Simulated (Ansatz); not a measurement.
# Lattice dynamics of SiTe2 monolayer (2H), part 2 of 2

Wanted: vibrations and spectra of SiTe2 monolayer (2H); the cell is already relaxed. After the zone centre comes a 6×6×1 q mesh on a 18×18×1 k mesh.

Ansatz 0.2.0; DFT PBE, scalar-relativistic, plane waves, PAW.

So far. Step 2 (Modes at Γ): Before it was imposed, the acoustic sum rule was missed by 2.3e-5 eV/Å². Small misses are needed for a sound result but don't prove that mesh and cutoff are converged. The lowest optical mode is real, 58.0 cm⁻¹.

## Step 3: The dispersion (continued)

Tetrahedra on a 24×24×1 mesh, mean over bins of 5 cm-1. Interpolated from a 6×6×1 q mesh. Phonon density of states against wavenumber; read off at these points:

wavenumber (cm⁻¹), phonon density of states (1/cm⁻¹/cell) and a bar:
```
      -28      0.001 
      -18      0.024 ######
       -8      0.009 ##
        2      0.013 ###
       12      0.023 ######
       18      0.033 ########
       28      0.018 ####
       38      0.021 #####
       48      0.077 ####################
       52      0.086 ######################
       58      0.076 ####################
       62      0.098 #########################
       68      0.045 ###########
       72      0.095 ########################
       78      0.067 #################
       88      0.047 ############
       98      0.042 ###########
      102      0.116 ##############################
      108      0.040 ##########
      112      0.022 ######
      122      0.013 ###
      132      0.017 ####
      142      0.014 ###
      152      0.014 ###
      162      0.035 #########
      172      0.029 #######
      178      0.054 ##############
      182      0.043 ###########
      192      0.018 ####
      202      0.006 #
      208      0.007 ##
      218      0.011 ###
      228      0.019 #####
      238      0.031 ########
      248      0.006 #
```

The partial phonon density of states has structure finer than the step of the table below, so its rows give means over 10 cm⁻¹, whole bins alone (the curve runs from -36.2 to 264 cm⁻¹). Peaks (cm⁻¹: height): Si -21.1: 0.00633, 110.9: 0.0114, 131.6: 0.0154, 165.5: 0.0372, 180.6: 0.0485, 212.6: 0.0125, 240.9: 0.0327; Te -21.1: 0.0281, 18.5: 0.0319, 50.5: 0.0879, 60.0: 0.0925, 73.1: 0.0896, 101.4: 0.0971.

Phonopy on the run's constants, 19x19x1 mesh, Gaussian sigma 2.1 cm-1. Interpolated from a 6×6×1 q mesh. Partial phonon density of states against wavenumber; means over each step; values in 1/cm⁻¹/cell:

```csv
wavenumber (cm⁻¹),Si,Te
-30,4.4e-4,0.00290
-20,0.00463,0.0210
-10,0.00233,0.0134
0,5.7e-4,0.00404
10,0.00272,0.0181
20,0.00377,0.0250
30,0.00233,0.0164
40,0.00272,0.0457
50,0.00329,0.0808
60,0.00235,0.0813
70,0.00268,0.0686
80,0.00181,0.0609
90,0.00508,0.0310
100,0.00607,0.0655
110,0.00766,0.0310
120,0.00356,0.00652
130,0.0118,0.00447
140,0.0122,0.00318
150,0.0131,0.00301
160,0.0325,0.00502
170,0.0338,0.00364
180,0.0441,0.00208
190,0.0224,9.3e-4
200,0.00737,5.6e-4
210,0.00761,5.8e-4
220,0.0115,8.0e-4
230,0.0193,0.00124
240,0.0279,0.00179
250,0.00457,2.9e-4
```

Symmetry leaves 7 wavevectors to solve. The lowest mode among them, the acoustic zeros apart, lies at q = (0, -0.5, 0) and is imaginary, 27.8i cm⁻¹, so the energy falls along it.

## Step 4: Another isotope, element Si, natural mass 28.085 amu

An isotope changes the mass and not the force constants, so no new electronic calculation is needed; the shifts show which modes move this element.

The same force constants with the mass of Si changed from 28.085 to 29.974 u (phonopy, no LO-TO term). Both lists are sorted by frequency; levels can cross, so a row need not hold one and the same mode. Modes under 3 cm⁻¹ are left out. Isotope shifts, by row:

```csv
q,rank,natural mass (cm⁻¹),changed mass (cm⁻¹)
0 0 0,4,58.02,58.02
0 0 0,5,58.02,58.02
0 0 0,6,128,128
0 0 0,7,160.8,156.1
0 0 0,8,160.8,156.1
0 0 0,9,162.7,158
0 0.1667 0,1,-18.15,-18.04
0 0.1667 0,2,28.96,28.88
0 0.1667 0,3,49.07,49.01
0 0.1667 0,4,54.3,54.29
0 0.1667 0,5,61.45,61.45
0 0.1667 0,6,110.5,110.4
0 0.1667 0,7,158,153.3
0 0.1667 0,8,165.6,161.3
0 0.1667 0,9,176.9,171.7
0 0.3333 0,1,7.26,7.21
0 0.3333 0,2,42.65,42.57
0 0.3333 0,3,65.38,65.38
0 0.3333 0,4,67.18,67.16
0 0.3333 0,5,76.73,76.58
0 0.3333 0,6,99.75,99.56
0 0.3333 0,7,102.5,100.2
0 0.3333 0,8,172.9,167.7
0 0.3333 0,9,222.5,215.8
0 -0.5 0,1,-27.76,-27.75
0 -0.5 0,2,45.29,45.23
0 -0.5 0,3,68.34,68.34
0 -0.5 0,4,74.2,72.18
0 -0.5 0,5,86.96,86.55
0 -0.5 0,6,89.53,89.46
0 -0.5 0,7,112.8,112.7
0 -0.5 0,8,179.6,174.1
0 -0.5 0,9,247,239.5
```

A mode of this element alone would shift by -3.20 %. The highest zone-centre frequency without the field goes from 162.7 to 158.0 cm⁻¹ (-2.9 %). The product of the frequency ratios over all optical modes at Γ is 0.916; the product rule, (m/m′)^(3k/2) (M′/M)^(3/2) with k = 1 such atoms and M the mass of the cell, gives 0.916.

## Step 5: Isotope substitution, element Te, natural mass 127.6 amu

The same for Te, from 127.60 to 129.91 u.

The same force constants with the mass of Te changed from 127.600 to 129.906 u (phonopy, no LO-TO term). Both lists are sorted by frequency; levels can cross, so a row need not hold one and the same mode. Modes under 3 cm⁻¹ are left out. Isotope shifts, by row:

```csv
q,rank,natural mass (cm⁻¹),changed mass (cm⁻¹)
0 0 0,4,58.02,57.5
0 0 0,5,58.02,57.5
0 0 0,6,128,126.8
0 0 0,7,160.8,160.6
0 0 0,8,160.8,160.6
0 0 0,9,162.7,162.6
0 0.1667 0,1,-18.15,-18.01
0 0.1667 0,2,28.96,28.72
0 0.1667 0,3,49.07,48.65
0 0.1667 0,4,54.3,53.82
0 0.1667 0,5,61.45,60.9
0 0.1667 0,6,110.5,109.6
0 0.1667 0,7,158,157.8
0 0.1667 0,8,165.6,165.3
0 0.1667 0,9,176.9,176.8
0 0.3333 0,1,7.26,7.21
0 0.3333 0,2,42.65,42.29
0 0.3333 0,3,65.38,64.8
0 0.3333 0,4,67.18,66.58
0 0.3333 0,5,76.73,76.08
0 0.3333 0,6,99.75,98.91
0 0.3333 0,7,102.5,102.3
0 0.3333 0,8,172.9,172.8
0 0.3333 0,9,222.5,222.3
0 -0.5 0,1,-27.76,-27.51
0 -0.5 0,2,45.29,44.91
0 -0.5 0,3,68.34,67.73
0 -0.5 0,4,74.2,74.07
0 -0.5 0,5,86.96,86.32
0 -0.5 0,6,89.53,88.75
0 -0.5 0,7,112.8,111.8
0 -0.5 0,8,179.6,179.5
0 -0.5 0,9,247,246.9
```

A mode of this element alone would shift by -0.89 %. The highest zone-centre frequency without the field goes from 162.7 to 162.6 cm⁻¹ (-0.1 %). The product of the frequency ratios over all optical modes at Γ is 0.971; the product rule, (m/m′)^(3k/2) (M′/M)^(3/2) with k = 2 such atoms and M the mass of the cell, gives 0.971.

## Step 6: Summary of results

```yaml
space_group_within_0p01_a: P-6m2
area_per_atom: 3.69 Å²
electronic_character: no gap on this mesh
highest_optical_mode_at_the_zone_centre_no_lo_to_term: 163 cm⁻¹
lowest_optical_zone_centre_mode: 58.0 cm⁻¹
lowest_mode_on_the_q_mesh_acoustic_modes_at_gamma_apart: -27.8 cm⁻¹
highest_frequency_on_the_path_or_at_a_solved_wavevector: 247 cm⁻¹
imaginary_modes_on_the_6x6x1_q_mesh: yes
```

What this shows: Modes are clearly imaginary (beyond 10i cm⁻¹) at 3 of the 7 irreducible wavevectors, most at q = (0, -0.5, 0) (27.8i cm⁻¹), so this structure is not a minimum of the energy. The optical modes at Γ span 58 to 163 cm⁻¹. The highest mode in this list at Γ, 162.7 cm⁻¹, is mostly motion of Si (90 % of the kinetic energy). With no gap, or one that is small against the smearing, the frequencies hang on the k mesh and the smearing, most of all near Kohn anomalies. In a sheet or slab the interpolated bending branch near Γ is rough, since the rotational sum rule isn't imposed. Spin-orbit coupling is left out, which can matter for the heavy elements here. A phonon run warned that its eigensolver left some bands unconverged in a pass. The starting cell was built on a prototype and not taken from a measurement. These are harmonic frequencies at zero temperature: anharmonic shifts, linewidths and thermal expansion are left out.

[Logs are printed without paths, hosts, clocks, repeated set-up lines and the standing remarks that a program may print on its own settings, such as how far it seeks lower states.]

[Hosts, paths, dates, database ids (printed as entryN), source tags and the programs' standing remarks are cut or masked in the printed files.]
